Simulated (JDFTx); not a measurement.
Pt under changes of volume

One of the cells (15.080 Å³/atom); the others are scaled copies at fixed shape and fractional positions:

```
Pt
1.0
     0.00000    1.96090    1.96090
     1.96090    0.00000    1.96090
     1.96090    1.96090    0.00000
Pt
1
Direct
  0.00000 0.00000 0.00000
```

| Property | Result |
| --- | --- |
| Program | JDFTx 1.7.0 (patched build) |
| Functional | PBE |
| Potentials or basis | PseudoDojo-SR-PBE-0.5-standard |
| Cutoff | 1143 eV |
| Density cutoff | 4572 eV |
| k mesh | 12 × 12 × 12 |
| Occupations | fermi-dirac, width 0.05 eV |
| Spin | no spin polarisation |

```tsv
volume (Å³/atom)	energy over the lowest point (meV/atom)	pressure (GPa)
14.175	?	?
14.477	76.24	23.3
14.778	39.44	16.0
15.080	15.41	9.7
15.381	2.69	4.0
15.683	0.00	-1.0
15.985	6.16	-5.4
```

Q: What does the run at 14.175 Å³/atom give?

A: Energy over the lowest point 127.46 meV/atom; pressure 31.4 GPa.

Worked out: A Birch-Murnaghan fit of order 3 (a polynomial in V^(-2/3)) to the other rows has its minimum at 15.62 Å³/atom with B0 = V·E''(V) = 249 GPa and B' = 5.4. It gives 127.67 meV/atom at 14.175 Å³/atom, against the run's 127.46, and -dE/dV = 31.5 GPa, against 31.4.

Energies are extrapolated to zero smearing.
